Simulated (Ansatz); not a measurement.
Crystal: KBr.

```xyz
2
Lattice="4.0435 0.0000 0.0000 0.0000 4.0435 0.0000 0.0000 0.0000 4.0435" Properties=species:S:1:pos:R:3 pbc="T T T"
Br    2.0217    2.0217    2.0217
K     0.0000    0.0000    0.0000
```

Measurements of this composition are mostly on another form, of space group No. 225.

Program: Ansatz 0.2.0. Alike in all runs: cell as given. Hardware: 1 thread of Intel(R) Xeon(R) CPU @ 2.60GHz (Ice Lake) (shared host).

Order these runs on this cell by their wall time, lowest first.
A. task projected density of states; level rPW86-PBE+D3(BJ)-ATM; potentials or basis Ansatz PAW; spin SOC, no magnetisation; k mesh 7 × 7 × 7; cutoff (eV) 420; smearing fermi-dirac 0.025 eV
B. task projected density of states; level B3LYP+D3(BJ); potentials or basis Ansatz PAW; spin SOC, no magnetisation; k mesh 4 × 4 × 4; cutoff (eV) 420; smearing gaussian 0.01 eV; other keys scf.algorithm = density_mixing; scf.occupations.method = gaussian; …
C. task Wannier functions; level r2SCAN+D4; potentials or basis JTH PAW; spin collinear, random start; k mesh 7 × 7 × 7; cutoff (eV) 690; smearing fermi-dirac 0.05 eV

A (12 s), C (27 s), B (73 s).

Caveats: odd divisions of the mesh miss points on the zone boundary, where band edges often lie, so the gap on the mesh can be too wide (some runs); the starting moments weren't kept (some runs); some levels weren't fully converged (some runs).

Runs at the PBE level aren't shown here.
